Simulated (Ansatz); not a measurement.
**Convergence test, Ta2Si**

These are results of DFT r2SCAN, scalar-relativistic, plane waves, PAW in Ansatz, not measurements.

```
Ta Si
1.0
    -3.13522    3.04903    2.53351
     3.09348   -3.04354    2.47573
     3.13037    3.03869   -2.52679
Ta Si
4 2
Direct
  0.65506 0.80065 0.51601
  0.82878 0.35081 0.16099
  0.38031 0.16845 0.51098
  0.17597 0.69160 0.84120
  0.26973 0.26048 0.98905
  0.77220 0.78476 0.99776
```

```
Γ-centred k-mesh               : 8×8×8
occupation rule                : Gaussian smearing, 0.1 eV
spin treatment                 : unpolarised
valence charge of the PAW sets : Ta 13, Si 4
```

The atoms stay fixed while the plane-wave cutoff is varied. ΔE is the energy extrapolated to zero smearing, less that of the reference run (600 eV). The cell was strained and its atoms displaced at random, so that forces don't vanish. Spin–orbit coupling is left out. Pressure is positive in compression and holds a correction for the finite cutoff (Pulay stress).

Times are rough; the reference took 2.6 min on 1 thread of AMD EPYC 7R43 64-Core Processor (Zen 3), with other jobs on the host, peak memory 1.4 GiB.

**Question.** One run gave ΔE = 921 meV/atom and P = 8.05 GPa. Which plane-wave cutoff did it use, of 200, 250, 300, 350, 500?

**Answer.** 200 eV. All runs:

```
cutoff (eV)  ΔE (meV/atom) P (GPa) largest change of a force component (eV/Å) plane waves at Γ  wall time (s)
        200            921     8.05                                       0.204               595             46
        250            117     7.64                                       0.047               853             59
        300           23.5     7.89                                       0.008              1127             72
        350           9.03     7.73                                       0.004              1427             93
        500           1.32     7.71                                       0.001              2409            140
        600           0.00     7.71                                       0.000              3153            160
```